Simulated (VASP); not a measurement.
# Ti (P6/mmm) in VASP: notebook

Runs on Ti. Level: PBE. Tasks: single point.

Program: VASP 6.6.1. These are calculated values, not measurements. Logs are shortened: lines on timing, memory, paths and dates and some standing lists are left out, and cuts for length are marked.

## (1) Starting point

It takes space group P6/mmm (No. 191, hexagonal). Conventional cell: a = 4.567 Å, b = 4.567 Å, c = 2.826 Å, α = 90.00°, β = 90.00°, γ = 120.00°. Around Ti (site symmetry -6m2) lie 11 Ti at 2.64 to 2.99 Å. Ti (site symmetry 6/mmm) is surrounded by 14 Ti at 2.83 to 2.99 Å.

This isn't the form of Ti at room conditions, which is hcp.

## (2) Single point, PBE

Input file INCAR:

```
SYSTEM = Ti
PREC     = Accurate       ! precision mode
ENCUT    = 400            ! plane-wave cutoff, eV
EDIFF    = 1E-6           ! SCF threshold, eV
ISMEAR   = 0              ! smearing method
SIGMA    = 0.15           ! smearing width, eV
LREAL    = .False.        ! projectors in reciprocal space
LASPH    = .True.         ! aspherical terms in the spheres
NELM     = 100            ! most SCF steps
ALGO     = Normal         ! electronic algorithm
ISIF     = 2              ! what is computed and relaxed
LWAVE    = .False.        ! write WAVECAR
LCHARG   = .False.        ! write CHGCAR
GGA      = PE             ! functional
NBANDS   = 13             ! bands
ADDGRID  = .True.
```

Input file KPOINTS:

```
Automatic mesh
0
Gamma
  5 5 7
  0 0 0
```

Input file POSCAR:

```
Ti
1.0
    4.5673748306      0.0000000000      0.0000000000
   -2.2836874153      3.9554626319      0.0000000000
    0.0000000000      0.0000000000      2.8262442700
Ti
3
Direct
    0.6535550000      0.3369470000      0.4982190000
    0.3492570000      0.6782810000      0.5288300000
    0.0014220000     -0.0021490000     -0.0037100000
```

Potentials or basis: VASP PAW PBE potentials, release 64 (Ti).

Command:

```bash
$ cat potpaw_PBE.64/Ti/POTCAR > POTCAR
$ mpirun -np 1 vasp_std > vasp.out
```

OUTCAR:

```text
SYSTEM = Ti
   PREC = Accurate
   ENCUT = 400
   EDIFF = 1E-6
   ISMEAR = 0
   LREAL = .False.
   LASPH = .True.
   NELM = 100
   ISIF = 2
   GGA = PE

 Found     88 irreducible k-points:

 Following reciprocal coordinates:
            Coordinates               Weight
  0.000000  0.000000  0.000000      1.000000
  0.200000  0.000000  0.000000      2.000000
  0.000000  0.200000  0.000000      2.000000
 -0.200000  0.200000  0.000000      2.000000
  0.400000  0.000000  0.000000      2.000000
  0.000000  0.400000  0.000000      2.000000
   k-points           NKPTS =     88   k-points in BZ     NKDIM =     88   number of bands    NBANDS=     13
   number of dos      NEDOS =    301   number of ions     NIONS =      3
   total plane-waves  NPLWV =  16200
   dimension x,y,z NGX =    30 NGY =   30 NGZ =   18
   dimension x,y,z NGXF=    60 NGYF=   60 NGZF=   36
   ions per type =               3
   NGX,Y,Z   is equivalent  to a cutoff of  10.92, 10.92, 10.59 a.u.
   NGXF,Y,Z  is equivalent  to a cutoff of  21.84, 21.84, 21.18 a.u.
 SYSTEM =  Ti
   PREC   = accura    normal or accurate (medium, high low for compatibility)
   ISTART =      0    job   : 0-new  1-cont  2-samecut
   ICHARG =      2    charge: 1-file 2-atom 10-const
   ISPIN  =      1    spin polarized calculation?
   LNONCOLLINEAR =      F non collinear calculations
   LSORBIT =      F    spin-orbit coupling
   LASPH  =      T    aspherical Exc in radial PAW
   ENCUT  =  400.0 eV  29.40 Ry    5.42 a.u.   7.45  7.45  4.61*2*pi/ulx,y,z
   NELM   =    100;   NELMIN=  2; NELMDL= -5     # of ELM steps
   EDIFF  = 0.1E-05   stopping-criterion for ELM
   LREAL  =      F    real-space projection
   EDIFFG = 0.1E-04   stopping-criterion for IOM
   NSW    =      0    number of steps for IOM
   IBRION =     -1    ionic relax: 0-MD 1-quasi-New 2-CG
   NFREE  =      0    steps in history (QN), initial steepest desc. (CG)
   ISIF   =      2    stress and relaxation
   ISYM   =      2    0-nonsym 1-usesym 2-fastsym
   POTIM  = 0.5000    time-step for ionic-motion
   TEBEG  =    0.0;   TEEND  =   0.0 temperature during run
   PSTRESS=    0.0 pullay stress
   NELECT =      12.0000    total number of electrons
   NUPDOWN=      -1.0000    fix difference up-down
   EMIN   =  10.00;   EMAX   =-10.00  energy-range for DOS
   EFERMI =   0.00;   METHOD = LEGACY
   ISMEAR =     0;   SIGMA  =   0.15  broadening in eV -4-tet -1-fermi 0-gaus
   EFERMI_NEDOS =   21; number of points for ismear=-14 and -15
   IALGO  =     38    algorithm
   IMIX   =      4    mixing-type and parameters
     AMIX     =   0.40;   BMIX     =  1.00
     AMIX_MAG =   1.60;   BMIX_MAG =  1.00
  volume/ion in A,a.u.               =      17.02       114.85
  Fermi-wavevector in a.u.,A,eV,Ry     =   1.010285  1.909162 13.887145  1.020676
  Thomas-Fermi vector in A             =   2.143265
   LORBIT       =      0    0 simple, 1 ext, 2 COOP (PROOUT), +10 PAW based schemes
   GGA     = PE    functional components
   LHFCALC =     F    Hartree Fock is set to
   AEXX    =    0.0000 exact exchange contribution
   IVDW    =     0    specifies the selected vdW correction
   LEPSILON=     F    determine dielectric tensor
   LRPA    =     F    only Hartree local field effects (RPA)
 non-spin polarized calculation
 Gauss-broadening in eV      SIGMA  =   0.15
  energy-cutoff  :      400.00
  volume of cell :       51.06
 maximum number of plane-waves:       945
 NGX is ok and might be reduce to    30
   NGX = 15   NGY = 15   NGZ =  9

 number of electron      12.0000000 magnetization

 Free energy of the ion-electron system (eV)
  ---------------------------------------------------
  ext. energy  EPLUGINS =         0.00000000
  ---------------------------------------------------
  free energy    TOTEN  =       -23.30405437 eV

  energy without entropy =      -23.26375050  energy(sigma->0) =      -23.28390244

 E-fermi :   3.0255     XC(G=0): -11.1500

 val. band max:        3.0206012718   @ k =   0.4000   0.2000   0.2857
 cond. band min:       3.0300764990   @ k =  -0.2000   0.2000   0.0000
 fundamental gap:      0.0094752272
 Fermi energy:         3.0254620372

 k-point     1 :       0.0000    0.0000    0.0000
  band No.  band energies     occupation
      1      -2.9625      2.00000
      2       1.1163      2.00000
      3       2.3058      2.00000
      4       2.3957      2.00000
      5       2.4118      2.00000
      6       2.5006      2.00000
      7       3.0321      0.95047
      8       3.6934      0.00000
      9       4.3027      0.00000
     10       4.3299      0.00000
     11       4.7122      0.00000
     12       4.8427      0.00000
     13       4.9677      0.00000

 k-point     2 :       0.2000    0.0000    0.0000
  band No.  band energies     occupation
      1      -2.5050      2.00000
      2       1.0632      2.00000
      3       1.5146      2.00000
      4       2.2252      2.00000
      5       2.2614      2.00000
      6       3.0429      0.86909
      7       3.2500      0.03423
      8       3.7098      0.00000
      9       4.0224      0.00000
     10       4.3760      0.00000
     11       4.5072      0.00000
     12       4.6857      0.00000
     13       5.4558      0.00000

 k-point     3 :       0.0000    0.2000    0.0000
  band No.  band energies     occupation
      1      -2.5056      2.00000
      2       1.0297      2.00000
      3       1.5882      2.00000
      4       2.0894      2.00000
      5       2.2154      2.00000
      6       3.0314      0.95535
      7       3.3168      0.00602
      8       3.7319      0.00000
      9       4.0357      0.00000
     10       4.3412      0.00000
     11       4.5857      0.00000
     12       4.7093      0.00000
     13       5.4087      0.00000

 k-point     4 :      -0.2000    0.2000    0.0000
  band No.  band energies     occupation
      1      -2.5062      2.00000
      2       1.0218      2.00000
      3       1.6281      2.00000
      4       2.0582      2.00000
      5       2.1749      2.00000
      6       3.0301      0.96530
      7       3.3141      0.00651
      8       3.7585      0.00000
      9       4.0650      0.00000
     10       4.3559      0.00000
     11       4.5563      0.00000
     12       4.6878      0.00000
     13       5.4485      0.00000

 k-point     5 :       0.4000    0.0000    0.0000
  band No.  band energies     occupation
      1      -1.2726      2.00000
      2       0.2678      2.00000
      3       0.6272      2.00000
      4       2.3826      2.00000
      5       2.5973      1.99995
      6       3.0035      1.16422
      7       3.2927      0.01174
      8       3.5221      0.00000
      9       3.9602      0.00000
     10       4.1143      0.00000
     11       4.7012      0.00000
     12       5.4091      0.00000
     13       5.4388      0.00000

 k-point     6 :       0.0000    0.4000    0.0000
  band No.  band energies     occupation
      1      -1.2771      2.00000
      2       0.2622      2.00000
      3       0.5797      2.00000
      4       2.3165      2.00000
      5       2.4396      2.00000
      6       2.9773      1.35053
      7       3.3351      0.00350
      8       3.6390      0.00000
      9       3.9998      0.00000
     10       4.1082      0.00000
     11       4.7377      0.00000
     12       5.3953      0.00000
     13       5.4113      0.00000

 [... further k-points ...]
[... 5 lines left out ...]
  --------------------------------------------------------------------------------------
  -------------------------------------------------------------------------------------
  Total       -0.2933012     -0.3824717     -0.0821552      0.0602908      0.0448910      0.0316103
  in kB       -9.2034538    -12.0015204     -2.5779368      1.8918551      1.4086289      0.9918939
  external PRESSURE =      -7.9276370 kB  Pullay stress =       0.0000000 kB

 VOLUME and BASIS-vectors are now :
 -----------------------------------------------------------------------------
  energy-cutoff  :      400.00
  volume of cell :       51.06
      direct lattice vectors                 reciprocal lattice vectors
     4.567374831  0.000000000  0.000000000     0.218944150  0.126407464  0.000000000
    -2.283687415  3.955462632  0.000000000     0.000000000  0.252814928  0.000000000
     0.000000000  0.000000000  2.826244270     0.000000000  0.000000000  0.353826458

 POSITION                                       TOTAL-FORCE (eV/Angst)
 -----------------------------------------------------------------------------------
      2.21555      1.33278      1.40809         0.259608     -0.027585      0.000120
      0.04621      2.68292      1.49460        -0.228145     -0.046675     -0.260956
     -2.27228      3.94696      2.81576        -0.031463      0.074260      0.260836
 -----------------------------------------------------------------------------------
    total drift:                               -0.000001      0.000001      0.000004

  FREE ENERGIE OF THE ION-ELECTRON SYSTEM (eV)
  ---------------------------------------------------
  free  energy   TOTEN  =       -23.3040543724 eV

  energy  without entropy=      -23.2637504992  energy(sigma->0) =      -23.28390244
```

Wall time 38 s (1 thread of Intel Xeon Platinum 8488C (Sapphire Rapids), shared host); peak memory 0.22 GiB.

The run converged, but some of its settings lie outside the range that counts as converged, so its numbers aren't taken as properties of the crystal.

Results:

| Property | Result |
| --- | --- |
| Free energy | -23.3041 eV |
| Pressure | -0.8 GPa |
| Largest force | 0.350 eV/Å |
| Band gap on the k mesh | none (metal or under the smearing width) |

## (3) Single point, PBE

Changes to INCAR since step 2:

```diff
@@ -7,3 +7,3 @@
 LREAL    = .False.        ! projectors in reciprocal space
-LASPH    = .True.         ! aspherical terms in the spheres
+LASPH    = .False.        ! aspherical terms in the spheres
 NELM     = 100            ! most SCF steps
@@ -15,2 +15,2 @@
 NBANDS   = 13             ! bands
-ADDGRID  = .True.
+ADDGRID  = .False.
```

KPOINTS is that of step 2.

Input file POSCAR:

```
Ti
1.0
    4.5673748306      0.0000000000      0.0000000000
   -2.2836874153      3.9554626319      0.0000000000
    0.0000000000      0.0000000000      2.8262442700
Ti
3
Direct
    0.6666666667      0.3333333333      0.5000000000
    0.3333333333      0.6666666667      0.5000000000
    0.0000000000      0.0000000000      0.0000000000
```

Potentials or basis: VASP PAW PBE potentials, release 64 (Ti).

Command:

```bash
$ cat potpaw_PBE.64/Ti/POTCAR > POTCAR
$ mpirun -np 1 vasp_std > vasp.out
```

It took 7.8 s on 1 thread of Intel Xeon Platinum 8488C (Sapphire Rapids), shared host; peak memory 0.14 GiB.

The run converged, but some of its settings lie outside the range that counts as converged, so its numbers aren't taken as properties of the crystal.

Results:

```yaml
Free_energy: -23.3321 eV
Pressure: -1.1 GPa
Band_gap_on_the_k_mesh: none (metal or under the smearing width)
```

## (4) Single point, PBE

INCAR is that of step 3.

KPOINTS is that of step 3.

Input file POSCAR:

```
Ti
1.0
    4.5673748306      0.0000000000      0.0000000000
   -2.2836874153      3.9554626319      0.0000000000
    0.0000000000      0.0000000000      2.8262442700
Ti
3
Direct
    0.6535550000      0.3369470000      0.4982190000
    0.3492570000      0.6782810000      0.5288300000
    0.0014220000     -0.0021490000     -0.0037100000
```

Command:

```bash
$ cat potpaw_PBE.64/Ti/POTCAR > POTCAR
$ mpirun -np 1 vasp_std > vasp.out
```

Run time: 30 s. Hardware: 1 thread of Intel Xeon Platinum 8488C (Sapphire Rapids), shared host; peak memory 0.16 GiB.

The run converged, but some of its settings lie outside the range that counts as converged, so its numbers aren't taken as properties of the crystal.

Results:

```
Free energy            : -23.3032 eV
Pressure               : -0.8 GPa
Largest force          : 0.349 eV/Å
Band gap on the k mesh : none (metal or under the smearing width)
```

## (5) The reference run

An earlier run on the cell as given: functional PBEsol; potentials or basis VASP PAW PBE potentials, release 64 (Ti_sv); cutoff 520 eV; k mesh 7 × 7 × 9; occupations fermi-dirac, width 0.05 eV; no spin polarisation.

* Pressure: -3.9 GPa
* Band gap on the k mesh: none (metal or under the smearing width)
